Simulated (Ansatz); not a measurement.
# MgF2: frozen-core PAW against all-electron methods

```xyz
6
Lattice="4.6213 0.0000 0.0000 0.0000 4.6213 0.0000 0.0000 0.0000 2.9857" Properties=species:S:1:pos:R:3 pbc="T T T"
Mg    0.0000    0.0000    0.0000
Mg    2.3106    2.3106    1.4929
F     1.3993    1.3993    0.0000
F     0.9113    3.7100    1.4929
F     3.2220    3.2220    0.0000
F     3.7100    0.9113    1.4929
```

Atom numbers follow the list: Mg1, Mg2, F3, F4, F5, F6.

The cell comes from COD entry 9007534, which wasn't checked; take it as a given geometry. The listed cell was then made from it by scaling, straining or moving an atom.

Methods: DFT, PBE, PAW with Ansatz's default frozen-core files, scalar-relativistic (Ansatz 0.2.0); DFT, PBE, all-electron PAW with datasets made for the crystal, scalar-relativistic (Ansatz 0.2.0); DFT, PBE, all-electron LAPW, scalar-relativistic (Ansatz 0.2.0).

For PAW: a Γ-centred 5×5×7 k mesh, Fermi–Dirac smearing of 0.02 eV, cutoff 420 eV, no spin polarisation. The crystal-made all-electron datasets (AE datasets) take a cutoff of 400 eV at this cell. LAPW targets a basis error of 1 meV/atom. The Ansatz runs share mesh, smearing and spin set-up. Plane-wave (PAW) pressures include the program's estimate of the Pulay term.

Stress and pressure are positive in compression.

```
                            quantity     PAW  AE datasets    LAPW
                      pressure (GPa)    7.58         7.60    7.60
                     stress xx (GPa)    6.37         6.39    6.40
                     stress zz (GPa)    9.99        10.00   10.00
               force on F3, x (eV/Å)  -0.069       -0.071  -0.071
                       band gap (eV)   7.330        7.316   7.316
field gradient Vzz at F3 (10²¹ V/m²)   -4.81        -4.78       –
```

PAW's pressure differs from the LAPW value by -0.02 GPa.
